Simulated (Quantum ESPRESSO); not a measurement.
Moving spin-orbit coupling in Au

```yaml
crystal:
  lattice:
    - [0.00000, 2.03500, 2.03500]
    - [2.03500, 0.00000, 2.03500]
    - [2.03500, 2.03500, 0.00000]
  atoms:
    - { symbol: Au, position: [0.00000, 0.00000, 0.00000] }
```

Kept alike: task band structure; functional PBE; k mesh 11 × 11 × 11; occupations fermi-dirac, width 0.05 eV. Program: Quantum ESPRESSO, potentials by row: PseudoDojo 0.4.1 SR PBE standard (off); PseudoDojo 0.4 FR PBE standard (on), cutoff 1034 eV. The mesh is that of the run's cell of 1 atom.

| spin-orbit coupling | pressure (GPa) |
| --- | --- |
| off | 10.34 |
| on | 9.37 |

Pressure is positive in compression; the values hold the error of the finite cutoff, so their zero can differ a little from the energy's minimum. For a metal such a mesh leaves the last digits unconverged.

Problem. What does spin-orbit coupling change here?

Solution. The pressure runs from 9.37 (on) to 10.34 GPa (off).
